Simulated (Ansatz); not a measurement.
Here is an Ansatz 0.2.0 calculation.

input.yaml

```yaml
crystal:
  lattice:
    - [3.3428660531, 0.0, 0.0]
    - [-1.6714330265, 2.8950069234, 0.0]
    - [0.0, 0.0, 5.202714]
  atoms:
    - { symbol: Hf, position: [0.3333333333, 0.6666666667, 0.25] }
    - { symbol: Hf, position: [0.6666666667, 0.3333333333, 0.75] }
    - { symbol: C, position: [0.0, 0.0, 0.5] }
    - { symbol: C, position: [0.0, 0.0, 0.0] }
hamiltonian:
  xc: r2scan
  pseudopotentials: { kind: paw }
  hubbard: { sites: [{ species: Hf, l: d, u_eff: 3.0 }] }
kpoints:
  mp_grid: { grid: [9, 9, 5] }
  band_path:
    path:
      - [[0.0, 0.0, 0.0], [0.5, 0.0, 0.0], [0.3333333333, 0.3333333333, 0.0], [0.0, 0.0, 0.0], [0.0, 0.0, 0.5], [0.5, 0.0, 0.5], [0.3333333333, 0.3333333333, 0.5], [0.0, 0.0, 0.5]]
      - [[0.5, 0.0, 0.5], [0.5, 0.0, 0.0]]
      - [[0.3333333333, 0.3333333333, 0.0], [0.3333333333, 0.3333333333, 0.5]]
    npoints: 14
scf:
  occupations: { method: fermi_dirac, width: 0.05 }
  n_extra_bands: 10
output:
  forces: true
  stress: true
  eigenvalues: true
  fatbands: false
  write_density: true
  write_potential: true
  elf: true
  volumetric_format: npy
```

Potentials or basis: Ansatz PAW.

The run is started by

```sh
$ ansatz run input.yaml --threads 2 --pin off --max-ram 5632MiB --backend cpu --events-out ev --progress --plain --runs-dir out
```

Predict the band gap on the k mesh.

none (metal or under the smearing width).

What does it give for the pressure?

1.6 GPa.

Eigenvalues of the final occupation matrices:
```tsv
site	spin	trace	eigenvalues
site 1	1	1.39	0.23 0.27 0.27 0.31 0.31
site 2	1	1.39	0.23 0.27 0.27 0.31 0.31
```

Caveat: spin-orbit coupling is left out, which moves the levels of the heavy elements; U without spin polarisation on a metal has little footing; the PAW data sets come from PBE, with cores solved anew for the run's functional, which leaves a small shift of forces and pressure; the U is typed as a test and isn't derived for this compound.
